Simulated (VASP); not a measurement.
Wanted: the native input for a VASP 6.6.1 run.

```
Task                   : single point
Functional             : PBEsol
Potentials or basis    : VASP PAW PBE potentials, release 64 (Ta_pv, N)
Cutoff                 : 520 eV
k mesh                 : 7 × 7 × 7
Occupations            : gaussian, width 0.05 eV
Spin                   : no spin polarisation
Further INCAR settings : ALGO = Normal; EDIFF = 1e-07
```

The structure of TaN lies in POSCAR:

```
TaN
1.0
    0.0000000000      2.4911437700      2.4911437700
    2.4911437700      0.0000000000      2.4911437700
    2.4911437700      2.4911437700      0.0000000000
Ta N
1 1
Direct
    0.0000000000      0.0000000000      0.0000000000
    0.2500000000      0.2500000000      0.2500000000
```

The cell comes from a database or a generator and needn't be the stable form of this composition.

The input as run:

INCAR

```
SYSTEM = TaN
PREC = Accurate ; ENCUT = 520
EDIFF = 1E-7 ; ISMEAR = 0
SIGMA = 0.05 ; LREAL = .False.
LASPH = .True. ; NELM = 100
ALGO = Normal ; ISIF = 2
LWAVE = .False. ; LCHARG = .False.
GGA = PS
```

KPOINTS

```
Automatic mesh
0
Gamma
  7 7 7
  0 0 0
```

Potentials or basis: VASP PAW PBE potentials, release 64 (Ta_pv, N).

Launch:

```bash
$ cat potpaw_PBE.64/Ta_pv/POTCAR potpaw_PBE.64/N/POTCAR > POTCAR
$ mpirun -np 1 vasp_std > vasp.out
```

Results of the run:

| Item | Value |
| --- | --- |
| Pressure | -30.5 GPa |
| Band gap on the k mesh | none (metal or under the smearing width) |

Caveat: a pressure of tens of GPa on the cell as given is suspect, and the run, the potentials or the cell itself is likely at fault; the PAW data sets were made with another functional, which shifts forces and pressure a little.

Wall time 5.4 s on 1 thread of Intel(R) Xeon(R) 6975P-C (Granite Rapids), on a shared host, peak memory 0.15 GiB.
